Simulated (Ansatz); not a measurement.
**How far is this CdSe from the hull?**

Theory: DFT PBE, scalar-relativistic, plane waves, PAW (Ansatz). All cells share a 420 eV cutoff and Γ-centred k meshes spaced at most about 0.3 Å⁻¹ (2π included). No spin polarisation.

The zero of energy is the elements' standard structures at the same level; no fitted shifts are applied.

Temperature and zero-point effects are left out. The reference form of Se is held partly by dispersion forces, which this level lacks.

The competitors are the elements and 2 reference phases of this chemical system (from databases or known types: CdSe, CdSe2), relaxed at the same level; other known phases may be missing.

The candidate was reached from: 4-connected net, two elements alternating.

```
Cd Se
1.0
     7.61659    0.00000    0.00000
     0.00000    7.61659    0.00000
     0.00000    0.00000    7.61659
Cd Se
6 6
Direct
  0.50000 0.00000 0.75000
  0.75000 0.50000 0.00000
  0.00000 0.75000 0.50000
  0.50000 0.00000 0.25000
  0.25000 0.50000 0.00000
  0.00000 0.25000 0.50000
  0.00000 0.50000 0.75000
  0.75000 0.00000 0.50000
  0.50000 0.75000 0.00000
  0.00000 0.50000 0.25000
  0.25000 0.00000 0.50000
  0.50000 0.25000 0.00000
```

Question: Is it stable, and against what?

Answer: Not the lowest form: another structure of the same formula lies lower. Its formation energy is -0.560 eV/atom. The lowest competing phase at this composition is this:

| phase | space group | source | share of atoms | ΔE_f (eV/atom) |
| --- | --- | --- | --- | --- |
| CdSe | F-43m (No. 216) | Materials Project | 1.0000 | -0.633 |

The candidate lies 73 meV/atom above this phase (72 meV/atom from unrounded values). The candidate matches no cell in the subsets of the Crystallography Open Database and the Materials Project at hand. It is metastable at best. Whether it is a true minimum wasn't tested by phonons. The Crystallography Open Database lists this formula in another space group (No. 186).
